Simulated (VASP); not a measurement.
**Fe: single point with PBEsol**

Fe:

```
CELL_PARAMETERS angstrom
3.66869 0.00000 0.00000
-1.83435 3.17718 0.00000
0.00000 0.00000 4.20682
ATOMIC_POSITIONS crystal
Fe 0.00000 0.00000 0.25000
Fe 0.00000 0.00000 0.75000
Fe 0.33333 0.66667 0.75000
Fe 0.66667 0.33333 0.25000
```

The cell was built by a generator and needn't be a form met in nature.

```yaml
Program: VASP 6.6.1
Task: single point
Functional: PBEsol
Potentials_or_basis: VASP PAW PBE potentials, release 64 (Fe)
Cutoff: 520 eV
k_mesh: 9 × 9 × 2
Occupations: gaussian, width 0.1 eV
Spin: no spin polarisation
```

| Property | Result |
| --- | --- |
| Pressure | -1.2 GPa |
| Band gap on the k mesh | none (metal or under the smearing width) |

Stress tensor (GPa, compression positive):
```
-1.25  0.00  0.00
 0.00 -1.25  0.00
 0.00  0.00 -1.00
```

Levels at points of the mesh, in eV from the Fermi level:
| k point | band 14 | band 15 | band 16 | band 17 | band 18 | band 19 |
| --- | --- | --- | --- | --- | --- | --- |
| (0.00, 0.00, 0.00) | -1.23 | -1.23 | -0.54 | -0.05 | 0.25 | 0.25 |
| (0.00, 0.00, 0.50) | -1.04 | -1.04 | -1.04 | -0.16 | -0.16 | -0.04 |

Wall time 16 s on 1 thread of Intel(R) Xeon(R) 6975P-C (Granite Rapids), on a shared host, peak memory 0.16 GiB.

Caveat: the k mesh is coarse (spacing up to 0.75 Å⁻¹), so the values aren't converged; the PAW data sets were made with another functional, which shifts forces and pressure a little; the run has no spin polarisation, though such a crystal can be magnetic. Spin polarisation is off, so any magnetic state and its effect on volume and gap are missing.
